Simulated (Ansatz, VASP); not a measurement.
**One calculation of AlN, two programs**

File INCAR:

```
PREC = Accurate
ENCUT = 520
EDIFF = 1E-7
ISMEAR = 0
SIGMA = 0.05
LREAL = False
LASPH = True
NELM = 60
ALGO = Normal
ISIF = 2
LWAVE = False
LCHARG = True
GGA = PE
LELF = True
LVHAR = True
NBANDS = 16
```

The input KPOINTS:

```
Automatic mesh
0
Gamma
  8 8 6
```

File POSCAR:

```
AlN
1.0
    0.0000000000     -2.0693064083     -2.0693064083
    0.0000000000      2.0693064083     -2.0693064083
    4.1386128164      0.0000000000      0.0000000000
Al N
2 2
Direct
    0.5289881188      0.4710118812      0.0000000000
   -0.0289881188      0.0289881188      0.5000000000
    0.4894833559      0.5105166441      0.5000000000
    0.0105166441      0.9894833559      0.0000000000
```

Input for Ansatz:

```yaml
crystal:
  lattice:
    - [0.0, -2.0693064083, -2.0693064083]
    - [0.0, 2.0693064083, -2.0693064083]
    - [4.1386128164, 0.0, 0.0]
  atoms:
    - { symbol: Al, position: [0.5289881188, 0.4710118812, 0.0] }
    - { symbol: Al, position: [-0.0289881188, 0.0289881188, 0.5] }
    - { symbol: "N", position: [0.4894833559, 0.5105166441, 0.5] }
    - { symbol: "N", position: [0.0105166441, 0.9894833559, 0.0] }
basis:
  ecutwfc: 520.0
kpoints:
  mp_grid: { grid: [8, 8, 6] }
hamiltonian:
  xc: pbe
  pseudopotentials: { kind: paw }
scf:
  occupations: { method: gaussian, width: 0.05 }
output:
  forces: true
  stress: true
  eigenvalues: true
```

Change from the starting cell: mode 4 frozen in at -0.118 Å, equal normal strain along x, y and z +0.0167.

Alike in both runs: task single point; functional PBE; k mesh 8 × 8 × 6; occupations gaussian, width 0.05 eV; no spin polarisation.

|  | VASP | Ansatz |
| --- | --- | --- |
| version | VASP 6.6.1 | Ansatz 0.2.0 |
| potentials or method | VASP PAW PBE potentials, release 64 (Al, N) | scalar-relativistic, plane waves, PAW |
| plane-wave cutoff (eV) | 520 | 520 |
| valence electrons in the cell | 16 | 16 |

```tsv
	VASP	Ansatz	Ansatz less VASP
gap on the k mesh at the Fermi level (eV)	3.88	3.90	+0.021
least direct gap on the mesh (eV)	3.96	3.98	+0.020
pressure (GPa)	-10.4	-10.1	+0.25
largest component of the traceless stress (GPa)	1.91	1.90	-0.003
rms of the force components (eV/Å)	0.451	0.451	+0.0002
```

Atom by atom the forces differ by 0.000 eV/Å (rms over components).

Caveats: forces of over 1 eV/Å show positions far from the minimum, so gaps and moduli don't describe the material at rest. A k mesh can miss the band edges.
